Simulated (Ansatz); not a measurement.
Calculated Cu-63 nuclear quadrupole resonance for Cu2O

Cell: a computed structure from the Materials Project (it need not be an observed phase), atoms as given.

Space group Pn-3m:1 (No. 224); a = 4.2467 Å.

| site | Wyckoff | site symmetry | x | y | z |
| --- | --- | --- | --- | --- | --- |
| Cu | 4c | .-3m | 0.2500 | 0.2500 | 0.7500 |
| O | 2a | -43m | 0.5000 | 0.5000 | 0.5000 |

One atom of each set is listed.

Level of theory: DFT, PBE, plane waves and PAW, scalar-relativistic, 420 eV cutoff, Γ-centred 6×6×6 k-points, Fermi–Dirac smearing 0.02 eV (Ansatz 0.2.0).

Cu-63: I = 3/2, Q = -220.0 mb (year-2017 value). Static lattice, zero field.

Question: At which frequencies do the Cu-63 NQR lines lie?

Answer: For I = 3/2 there is one line, ν = (|C_Q|/2)(1 + η²/3)^½.

```csv
site,atoms,V_zz (10²¹ V/m²),C_Q (MHz),η,line frequencies (MHz)
Cu,4,-5.49,29.2,0.00,14.6
```

Question: And for ⁶⁵Cu (I = 3/2, Q = -204.0 mb) on Cu?

Answer: C_Q scales with Q to 27.1 MHz, with lines at 13.5 MHz.

An axis of threefold or higher order runs through Cu, so V_zz lies along it and η is zero.

Semilocal functionals underestimate gradients at Cu(I) with two or three neighbours, in Cu₂O by a fifth to nearly a half.
